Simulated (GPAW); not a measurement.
**PtSe2 (Sudovikovite): band structure with OLYP**

The system is PtSe2 (Sudovikovite).

```xyz
3
Lattice="3.7240 0.0000 0.0000 -1.8620 3.2251 0.0000 0.0000 0.0000 5.0620" Properties=species:S:1:pos:R:3 pbc="T T T"
Pt    0.0000    0.0000    0.0000
Se    1.8620    1.0750    3.7965
Se    0.0000    2.1501    1.2655
```

```
Program                   : GPAW 26.7.0
Task                      : band structure
Functional                : OLYP
Potentials or basis       : PAW data sets generated in the run's folder for this functional
Cutoff                    : 600 eV
Basis                     : pw
k mesh                    : 6 × 6 × 4
Occupations               : fermi-dirac, width 0.05 eV
Spin                      : spin-orbit coupling, no magnetisation
Eigensolver               : davidson
Maxiter                   : 150
Band path                 : GMKGALHA,LM,KH
Band points               : 80
spin axis theta (degrees) : 90
spin axis phi (degrees)   : 0
Soc after scf             : second variation
```

```
Pressure                : 6.9 GPa
Largest force           : 0.186 eV/Å
Band gap along the path : none (metal or under the smearing width)
```

Forces in eV/Å, atoms in the order of the input:
```
Pt   0.000  0.000  0.000
Se   0.000  0.000 -0.186
Se   0.000  0.000  0.186
```

Stress tensor (GPa, compression positive):
```
7.01 0.00 0.00
0.00 7.01 0.00
0.00 0.00 6.60
```

Levels at the corners of the path, in eV from the Fermi level:
```tsv
point	band 26	band 27	band 28	band 29	band 30	band 31
Γ	-0.85	0.36	0.36	1.30	1.30	1.43
M	-3.33	-2.80	-2.80	0.67	0.67	2.22
K	-2.00	-1.80	-1.80	-0.03	-0.03	0.11
Γ	-0.85	0.36	0.36	1.30	1.30	1.43
A	-1.72	-1.32	-1.32	2.14	2.14	2.22
L	-2.94	-1.38	-1.38	0.92	0.92	1.50
H	-2.61	-2.39	-2.39	1.86	1.86	1.96
A	-1.72	-1.32	-1.32	2.14	2.14	2.22
L	-2.94	-1.38	-1.38	0.92	0.92	1.50
M	-3.33	-2.80	-2.80	0.67	0.67	2.22
K	-2.00	-1.80	-1.80	-0.03	-0.03	0.11
H	-2.61	-2.39	-2.39	1.86	1.86	1.96
```

Run time: 46 s on 1 thread of Intel(R) Xeon(R) 6975P-C (Granite Rapids) (shared host), peak memory 0.38 GiB.

Caveat: spin-orbit coupling was added after a scalar SCF, so levels and gaps hold it while energy, forces, pressure and moments don't; this program's spin-orbit splittings come out too wide for heavy elements.
